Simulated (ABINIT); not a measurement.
Crystal: AgCl (Chlorargyrite).

```
CELL_PARAMETERS angstrom
0.00000 2.73500 2.73500
2.73500 0.00000 2.73500
2.73500 2.73500 0.00000
ATOMIC_POSITIONS crystal
Ag 0.00000 0.00000 0.00000
Cl 0.50000 0.50000 0.50000
```

Program: ABINIT 10.8.3 (patched build). Alike in all runs: task single point; level PBE0; potentials or basis SPMS NC PBE v1.0; no spin polarisation; cell as given; k mesh 6 × 6 × 6; cutoff (eV) 599; smearing fermi-dirac 0.05 eV.

Task: Order these runs on this cell by their band gap on the k mesh, lowest first.
A. share of exact exchange 0.15
B. share of exact exchange 0.5
C. share of exact exchange 0.35
D. share of exact exchange 0.05
E. share of exact exchange 0.25

Result: D (1.33 eV), A (2.19 eV), E (3.06 eV), C (3.94 eV), B (5.30 eV).

Caveats: exact exchange is summed on a coarse mesh, which widens gaps by tenths of an eV.

A k mesh can miss the band edges.
